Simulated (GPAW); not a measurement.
# Fe (Im-3m) in GPAW: further runs

Runs on Fe. Level: PBE. Tasks: single point.

Program: GPAW 26.7.0. These are calculated values, not measurements. Logs are shortened: lines on timing, memory, paths and dates and some standing lists are left out, and cuts for length are marked. The log counts tension as positive stress, the text compression.

**1. Starting point**

Symmetry: Im-3m, No. 229, cubic system. Conventional cell: a = 2.886 Å, b = 2.886 Å, c = 2.886 Å, α = 90.00°, β = 90.00°, γ = 90.00°. Around Fe (site symmetry m-3m) lie 8 Fe at 2.50 Å.

**2. Single point, PBE, collinear spin, ferromagnetic start**

File run.py:

```python
from ase.dft.bandgap import bandgap
from ase.io import read, write
from ase.units import GPa
from gpaw import GPAW, PW

atoms = read('Fe.xyz')
atoms.set_initial_magnetic_moments([3.0])

calc = GPAW(mode=PW(600),
            xc='PBE',
            kpts={'size': (13, 13, 13), 'gamma': True},
            occupations={'name': 'methfessel-paxton', 'order': 0, 'width': 0.015},
            nbands=12,
            convergence={'density': 1e-05, 'energy': 1e-05},
            maxiter=150,
            txt='gpaw.txt')
atoms.calc = calc
energy = atoms.get_potential_energy()
forces = atoms.get_forces()
stress = atoms.get_stress()
calc.write('gs.gpw')
write('result.traj', atoms)
print(f'Energy: {energy:.6f} eV')
print('Forces (eV/A):')
print(forces.round(4))
print('Stress (GPa):', (stress / GPa).round(3))
print('Moments:', calc.get_magnetic_moments().round(3))
print('Fermi level:', round(calc.get_fermi_level(), 4), 'eV')
print(f'Gap: {bandgap(calc)[0]:.4f} eV, direct: {bandgap(calc, direct=True)[0]:.4f} eV')
```

File Fe.xyz:

```xyz
1
Lattice="-1.4430000000 1.4430000000 1.4430000000 1.4430000000 -1.4430000000 1.4430000000 1.4430000000 1.4430000000 -1.4430000000" Properties=species:S:1:pos:R:3 pbc="T T T"
Fe     0.0000000000      0.0000000000      0.0000000000
```

Potentials or basis: GPAW PAW data sets (gpaw-data 1.2.1), pw.

Command:

```console
$ OMP_NUM_THREADS=1 python run.py
```

gpaw.txt:

```text
__  _  _
 | _ |_)|_||  |
 |__||  | ||/\| - 26.7.0

Input parameters:
  mode=PW(ecut=600.0),
  convergence={'density': 1e-05, 'energy': 1e-05},
  kpts=MonkhorstPack(size=(13, 13, 13), gamma=True),
  maxiter=150,
  nbands=12,
  occupations=Occupations(name='methfessel-paxton', order=0, width=0.015),
  xc=XC(name='PBE')

Diagonalizing LCAO Hamiltonian
Converting LCAO to pw mode

       Fe

Atoms  # Å, Bohr magnetons
|   | symbol |        x |        y |        z |    initial magnetic moments |
|---|--------|----------|----------|----------|-----------------------------|
| 0 |     Fe | 0.000000 | 0.000000 | 0.000000 | ( 0.0000,  0.0000,  3.0000) |

Unit cell  # Å
| periodic |         x |         y |         z |  lengths |     angles |
|----------|-----------|-----------|-----------|----------|------------|
|      yes | -1.443000 |  1.443000 |  1.443000 | 2.499349 | 109.471221 |
|      yes |  1.443000 | -1.443000 |  1.443000 | 2.499349 | 109.471221 |
|      yes |  1.443000 |  1.443000 | -1.443000 | 2.499349 | 109.471221 |

Number of symmetries: 48
Symmetry operations  # r_c * U_cc + t_c -> r_c
|    | kind |            matrix            |
|----|------|------------------------------|
|  0 |  σ   |  1, 1, 1,  0, 0,-1,  0,-1, 0 |
|  1 |  C4  |  1, 1, 1,  0, 0,-1, -1, 0, 0 |
|  2 |  C2  |  1, 1, 1,  0,-1, 0,  0, 0,-1 |
|  3 |  S6  |  1, 1, 1,  0,-1, 0, -1, 0, 0 |
|  4 |  S6  |  1, 1, 1, -1, 0, 0,  0, 0,-1 |
|  5 |  C4  |  1, 1, 1, -1, 0, 0,  0,-1, 0 |
|  6 |  E   |  1, 0, 0,  0, 1, 0,  0, 0, 1 |
|  7 |  σ   |  1, 0, 0,  0, 1, 0, -1,-1,-1 |
|  8 |  σ   |  1, 0, 0,  0, 0, 1,  0, 1, 0 |
|  9 |  C3  |  1, 0, 0,  0, 0, 1, -1,-1,-1 |
| 10 |  C3  |  1, 0, 0, -1,-1,-1,  0, 1, 0 |
| 11 |  σ   |  1, 0, 0, -1,-1,-1,  0, 0, 1 |
| 12 |  σ   |  0, 1, 0,  1, 0, 0,  0, 0, 1 |
| 13 |  C2  |  0, 1, 0,  1, 0, 0, -1,-1,-1 |
| 14 |  C3  |  0, 1, 0,  0, 0, 1,  1, 0, 0 |
| 15 |  S4  |  0, 1, 0,  0, 0, 1, -1,-1,-1 |
| 16 |  S4  |  0, 1, 0, -1,-1,-1,  1, 0, 0 |
| 17 |  C3  |  0, 1, 0, -1,-1,-1,  0, 0, 1 |
| 18 |  C3  |  0, 0, 1,  1, 0, 0,  0, 1, 0 |
| 19 |  S4  |  0, 0, 1,  1, 0, 0, -1,-1,-1 |
| 20 |  σ   |  0, 0, 1,  0, 1, 0,  1, 0, 0 |
| 21 |  C3  |  0, 0, 1,  0, 1, 0, -1,-1,-1 |
| 22 |  C2  |  0, 0, 1, -1,-1,-1,  1, 0, 0 |
| 23 |  S4  |  0, 0, 1, -1,-1,-1,  0, 1, 0 |
| 24 |  C4  |  0, 0,-1,  1, 1, 1,  0,-1, 0 |
| 25 |  σ   |  0, 0,-1,  1, 1, 1, -1, 0, 0 |
| 26 |  S6  |  0, 0,-1,  0,-1, 0,  1, 1, 1 |
| 27 |  C2  |  0, 0,-1,  0,-1, 0, -1, 0, 0 |
| 28 |  C4  |  0, 0,-1, -1, 0, 0,  1, 1, 1 |
| 29 |  S6  |  0, 0,-1, -1, 0, 0,  0,-1, 0 |
| 30 |  S6  |  0,-1, 0,  1, 1, 1,  0, 0,-1 |
| 31 |  C4  |  0,-1, 0,  1, 1, 1, -1, 0, 0 |
| 32 |  C4  |  0,-1, 0,  0, 0,-1,  1, 1, 1 |
| 33 |  S6  |  0,-1, 0,  0, 0,-1, -1, 0, 0 |
| 34 |  σ   |  0,-1, 0, -1, 0, 0,  1, 1, 1 |
| 35 |  C2  |  0,-1, 0, -1, 0, 0,  0, 0,-1 |
| 36 |  C2  | -1, 0, 0,  1, 1, 1,  0, 0,-1 |
| 37 |  S6  | -1, 0, 0,  1, 1, 1,  0,-1, 0 |
| 38 |  S6  | -1, 0, 0,  0, 0,-1,  1, 1, 1 |
| 39 |  C2  | -1, 0, 0,  0, 0,-1,  0,-1, 0 |
| 40 |  C2  | -1, 0, 0,  0,-1, 0,  1, 1, 1 |
| 41 |  i   | -1, 0, 0,  0,-1, 0,  0, 0,-1 |
| 42 |  S4  | -1,-1,-1,  1, 0, 0,  0, 1, 0 |
| 43 |  C3  | -1,-1,-1,  1, 0, 0,  0, 0, 1 |
| 44 |  C3  | -1,-1,-1,  0, 1, 0,  1, 0, 0 |
| 45 |  σ   | -1,-1,-1,  0, 1, 0,  0, 0, 1 |
| 46 |  S4  | -1,-1,-1,  0, 0, 1,  1, 0, 0 |
| 47 |  C2  | -1,-1,-1,  0, 0, 1,  0, 1, 0 |

BZ-sampling:
  Number of BZ points: 2197
  Number of IBZ points: 84

  Monkhorst-Pack size: [13, 13, 13]
  Monkhorst-Pack shift: [0, 0, 0]

K-points  # in reciprocal-cell coordinates
|     |                                coordinates |     weight |
|-----|--------------------------------------------|------------|
|   0 | (  0.00000000,   0.00000000,   0.00000000) | 0.00045517 |
|   1 | (  0.07692308,   0.00000000,   0.00000000) | 0.00546199 |
|   2 | (  0.07692308,   0.07692308,  -0.07692308) | 0.00273100 |
|   3 | (  0.15384615,   0.00000000,  -0.07692308) | 0.01092399 |
|   4 | (  0.15384615,   0.00000000,   0.00000000) | 0.00546199 |
|   5 | (  0.15384615,   0.07692308,  -0.07692308) | 0.01092399 |
|   6 | (  0.15384615,   0.15384615,  -0.15384615) | 0.00273100 |
|   7 | (  0.23076923,  -0.07692308,  -0.07692308) | 0.00364133 |
|   8 | (  0.23076923,   0.00000000,  -0.07692308) | 0.02184797 |
|   9 | (  0.23076923,   0.00000000,   0.00000000) | 0.00546199 |
| ... |                                            |            |
|  83 | (  0.46153846,   0.46153846,   0.46153846) | 0.00364133 |

Plane wave coefficients: 415
Cutoff: 600.0 eV

Spin-components: 2 (collinear spins)
Bands:           12
Projectors:      6
Spin-degeneracy: 1
Datatype:        complex128

Parallelization:
  kpt:    1
  domain: 1
  band:   1

Density:
  Valence electrons: 8.0
  Components: 2
  Grid points: [15 15 15]
  Charge: 0.0  # |e|

Potential:
  Grid points: [15 15 15]

species:
  Fe:
    name:    Iron
    Z:       26.0
    valence: 8
    core:    18
    charge:  0.0  # [|e|]
    compensation charges:
      type: gauss
      rc: 0.33  # [Å]
      lmax: 2
    cutoffs:
      filter: 2.06  # [Å]
      core: 2.67  # [Å]
    projectors
    | kind |    occ | energy [eV] | rcut [Å] |
    |------|--------|-------------|----------|
    |   4s |  2.000 |      -5.291 |    1.164 |
    |   4p |  0.000 |      -1.326 |    1.058 |
    |   3d |  6.000 |      -7.505 |    1.058 |
    |    s |        |      21.920 |    1.164 |
    |    p |        |      25.885 |    1.058 |
    |    d |        |      19.706 |    1.058 |

    Using partial waves for Fe as LCAO basis

Reference energy: -34619.454600  # eV

eigensolver:
  PPCG
  Converge bands: occupied
  niter=2

density mixing:
  MSR1-Mixer
  Pratt-step length: 0.05
  Maximum mixing coefficient: 0.75
  Old densities: 10
  SVD Regularization: 0.005
  Good broyden scale: 1.0
  Trust region scale: 1.0
  Backstep threshold: 4.0
  History deletion threshold: 6.0
  Fourier metric: weight=20.0, sigma=0.015

occupation numbers:
  Methfessel-Paxton:
    width: 0.0150  # eV
    order: 0

poisson solver:
  ecut: 4800.0  # eV

xc functional:
  name: PBE with 2 nearest neighbor stencil

convergence criteria:
- Maximum integral of absolute [dens]ity change: 1e-05 electrons / valence electron
- Maximum [total energy] change in last 3 cyles: 1e-05 eV / valence electron
- Maximum integral of absolute [eigenst]ate change: 4e-08 eV^2 / valence electron
maximum number of iterations: 150

SCF iterations
|iter     | |      energy | eigst |  dens |  magmom |
|---------|-|-------------|-------|-------|---------|
|iter:   1| |   -8.890390 | +0.07 |       |  +3.0053|
|iter:   2| |   -8.890124 | -2.16 | -1.01 |  +2.9812|
|iter:   3| |   -8.943742 | -2.47 | -1.05 |  +2.7757|
|iter:   4| |   -8.971642 | -3.26 | -1.37 |  +2.6773|
|iter:   5| |   -9.002039 | -2.89 | -1.45 |  +2.4623|
|iter:   6| |   -9.007029 | -3.84 | -1.81 |  +2.3528|
|iter:   7| |   -9.007927 | -4.31 | -2.09 |  +2.3105|
|iter:   8| |   -9.008243 | -4.58 | -2.44 |  +2.2627|
|iter:   9| |   -9.008271 | -5.51 | -2.93 |  +2.2438|
|iter:  10| |   -9.008280c| -6.13 | -3.29 |  +2.2435|
|iter:  11| |   -9.008278c| -6.65 | -3.47 |  +2.2489|
|iter:  12| |   -9.008278c| -7.82c| -4.47 |  +2.2492|
|iter:  13| |   -9.008278c| -8.32c| -4.93 |  +2.2493|
|iter:  14| |   -9.008278c| -9.06c| -5.95c|  +2.2493|

Converged in 14 steps
Energy contributions relative to reference atoms: (reference = -34619.454600)

Energy contributions:
  Kinetic:           5.645023
  Coulomb:          -4.829472
  Zero:              0.064206
  External:          0.000000
  Xc:               -9.887954
  Entropy:          -0.000162
  Spinorbit:         0.000000
  ----------------------------
  Free energy:      -9.008359
  Extrapolated:     -9.008278

dipole moment: (-3.533256, -3.533256, -3.533256)  # |e|*Ang

Total magnetic moment: (0.000000, 0.000000, 2.249335)

Local magnetic moments
|        x |        y |        z |
|----------|----------|----------|
| 0.000000 | 0.000000 | 2.295267 |  # Fe   0

Fermi level: 9.303
Eigenvalues  # (at kpt = [0.000, 0.000, 0.000])
| band index |      eig [eV] | occ [0-1] |      eig [eV] | occ [0-1] |
|------------|---------------|-----------|---------------|-----------|
|          0 |         1.123 |     1.000 |         1.253 |     1.000 |
|          1 |         7.133 |     1.000 |         9.111 |     1.000 |
|          2 |         7.133 |     1.000 |         9.111 |     1.000 |
|          3 |         7.133 |     1.000 |         9.111 |     1.000 |
|          4 |         8.233 |     1.000 |        11.060 |     0.000 |
|          5 |         8.233 |     1.000 |        11.060 |     0.000 |
|          6 |        33.712 |     0.000 |        33.361 |     0.000 |
|          7 |        33.712 |     0.000 |        33.361 |     0.000 |
|          8 |        33.712 |     0.000 |        33.361 |     0.000 |
|          9 |        34.869 |     0.000 |        36.593 |     0.000 |
|         10 |        34.869 |     0.000 |        36.606 |     0.000 |
|         11 |        34.869 |     0.000 |        38.302 |     0.000 |

No gap
No difference between direct/indirect transitions

Forces  # eV/Ang
|       x |       y |        z |
|---------|---------|----------|
| 0.00000 | 0.00000 | -0.00000 |  # Fe   0

Stress tensor  # eV/Ang^3
|         x |         y |        z |
|-----------|-----------|----------|
|  0.049862 | -0.000000 | 0.000000 |
| -0.000000 |  0.049862 | 0.000000 |
|  0.000000 |  0.000000 | 0.049862 |

# Writing to gs.gpw (mode='')
```

Wall time 24 s (1 thread of Arm Neoverse V1, shared host); peak memory 0.14 GiB.

Results:

```
Free energy            : -9.0084 eV
Pressure               : -8.0 GPa
Band gap on the k mesh : none (metal or under the smearing width)
Net moment             : 2.25 μB per cell
Site moments           : Fe +2.30 μB
```

Levels at points of the mesh, in eV from the Fermi level:
Spin up:
```tsv
k point	band 1	band 2	band 3	band 4	band 5	band 6	band 7	band 8
(0.00, 0.00, 0.00)	-8.18	-2.17	-2.17	-2.17	-1.07	-1.07	24.41	24.41
```
Spin down:
```tsv
k point	band 1	band 2	band 3	band 4	band 5	band 6	band 7
(0.00, 0.00, 0.00)	-8.05	-0.19	-0.19	-0.19	1.76	1.76	24.06
```

**3. Single point, PBE, collinear spin, ferromagnetic start**

run.py, as its differences from that of step 2:

```diff
@@ -2,4 +2,5 @@
 from ase.io import read, write
-from ase.units import GPa
+from ase.units import Bohr, GPa
 from gpaw import GPAW, PW
+from gpaw.elf import elf_from_dft_calculation
 
@@ -11,3 +12,3 @@
             kpts={'size': (13, 13, 13), 'gamma': True},
-            occupations={'name': 'methfessel-paxton', 'order': 0, 'width': 0.015},
+            occupations={'name': 'methfessel-paxton', 'order': 0, 'width': 0.016},
             nbands=12,
@@ -29 +30,7 @@
 print(f'Gap: {bandgap(calc)[0]:.4f} eV, direct: {bandgap(calc, direct=True)[0]:.4f} eV')
+
+# fields on the real-space grid
+write('density.cube', atoms, data=calc.get_pseudo_density() * Bohr**3)
+write('potential.cube', atoms, data=calc.get_electrostatic_potential())
+write('spin.cube', atoms, data=(calc.get_pseudo_density(spin=0) - calc.get_pseudo_density(spin=1)) * Bohr**3)
+write('elf.cube', atoms, data=elf_from_dft_calculation(calc).data)
```

Fe.xyz is that of step 2.

Potentials or basis: GPAW PAW data sets (gpaw-data 1.2.1), pw.

Command:

```console
$ OMP_NUM_THREADS=1 python run.py
```

gpaw.txt:

```text
__  _  _
 | _ |_)|_||  |
 |__||  | ||/\| - 26.7.0

Input parameters:
  mode=PW(ecut=600.0),
  convergence={'density': 1e-05, 'energy': 1e-05},
  kpts=MonkhorstPack(size=(13, 13, 13), gamma=True),
  maxiter=150,
  nbands=12,
  occupations=Occupations(name='methfessel-paxton', order=0, width=0.016),
  xc=XC(name='PBE')

Diagonalizing LCAO Hamiltonian
Converting LCAO to pw mode

       Fe

Atoms  # Å, Bohr magnetons
|   | symbol |        x |        y |        z |    initial magnetic moments |
|---|--------|----------|----------|----------|-----------------------------|
| 0 |     Fe | 0.000000 | 0.000000 | 0.000000 | ( 0.0000,  0.0000,  3.0000) |

Unit cell  # Å
| periodic |         x |         y |         z |  lengths |     angles |
|----------|-----------|-----------|-----------|----------|------------|
|      yes | -1.443000 |  1.443000 |  1.443000 | 2.499349 | 109.471221 |
|      yes |  1.443000 | -1.443000 |  1.443000 | 2.499349 | 109.471221 |
|      yes |  1.443000 |  1.443000 | -1.443000 | 2.499349 | 109.471221 |

Number of symmetries: 48
Symmetry operations  # r_c * U_cc + t_c -> r_c
|    | kind |            matrix            |
|----|------|------------------------------|
|  0 |  σ   |  1, 1, 1,  0, 0,-1,  0,-1, 0 |
|  1 |  C4  |  1, 1, 1,  0, 0,-1, -1, 0, 0 |
|  2 |  C2  |  1, 1, 1,  0,-1, 0,  0, 0,-1 |
|  3 |  S6  |  1, 1, 1,  0,-1, 0, -1, 0, 0 |
|  4 |  S6  |  1, 1, 1, -1, 0, 0,  0, 0,-1 |
[... 164 lines left out ...]
|iter:  10| |   -9.008283c| -6.08 | -3.24 |  +2.2450|
|iter:  11| |   -9.008282c| -6.80 | -3.55 |  +2.2494|
|iter:  12| |   -9.008281c| -7.90c| -4.51 |  +2.2497|
|iter:  13| |   -9.008281c| -8.41c| -4.99 |  +2.2498|
|iter:  14| |   -9.008281c| -9.19c| -5.93c|  +2.2498|

Converged in 14 steps
Energy contributions relative to reference atoms: (reference = -34619.454600)

Energy contributions:
  Kinetic:           5.648565
  Coulomb:          -4.832333
  Zero:              0.064199
  External:          0.000000
  Xc:               -9.888624
  Entropy:          -0.000177
  Spinorbit:         0.000000
  ----------------------------
  Free energy:      -9.008370
  Extrapolated:     -9.008281

dipole moment: (-3.533252, -3.533252, -3.533252)  # |e|*Ang

Total magnetic moment: (0.000000, 0.000000, 2.249787)

Local magnetic moments
|        x |        y |        z |
|----------|----------|----------|
| 0.000000 | 0.000000 | 2.295682 |  # Fe   0

Fermi level: 9.303
Eigenvalues  # (at kpt = [0.000, 0.000, 0.000])
| band index |      eig [eV] | occ [0-1] |      eig [eV] | occ [0-1] |
|------------|---------------|-----------|---------------|-----------|
|          0 |         1.123 |     1.000 |         1.253 |     1.000 |
|          1 |         7.133 |     1.000 |         9.112 |     1.000 |
|          2 |         7.133 |     1.000 |         9.112 |     1.000 |
|          3 |         7.133 |     1.000 |         9.112 |     1.000 |
|          4 |         8.233 |     1.000 |        11.060 |     0.000 |
|          5 |         8.233 |     1.000 |        11.060 |     0.000 |
|          6 |        33.712 |     0.000 |        33.361 |     0.000 |
|          7 |        33.712 |     0.000 |        33.361 |     0.000 |
|          8 |        33.712 |     0.000 |        33.361 |     0.000 |
|          9 |        34.869 |     0.000 |        36.593 |     0.000 |
|         10 |        34.869 |     0.000 |        36.609 |     0.000 |
|         11 |        34.869 |     0.000 |        38.254 |     0.000 |

No gap
No difference between direct/indirect transitions

Forces  # eV/Ang
|       x |       y |       z |
|---------|---------|---------|
| 0.00000 | 0.00000 | 0.00000 |  # Fe   0

Stress tensor  # eV/Ang^3
|         x |         y |         z |
|-----------|-----------|-----------|
|  0.049810 | -0.000000 | -0.000000 |
| -0.000000 |  0.049810 | -0.000000 |
| -0.000000 | -0.000000 |  0.049810 |

# Writing to gs.gpw (mode='')
```

Wall time 24 s (1 thread of Arm Neoverse V1, shared host); peak memory 0.14 GiB.

What came out:

```yaml
Free_energy: -9.0084 eV
Pressure: -8.0 GPa
Band_gap_on_the_k_mesh: none (metal or under the smearing width)
Net_moment: 2.25 μB per cell
Site_moments: Fe +2.30 μB
```

(Continued in part 2 of 2.)
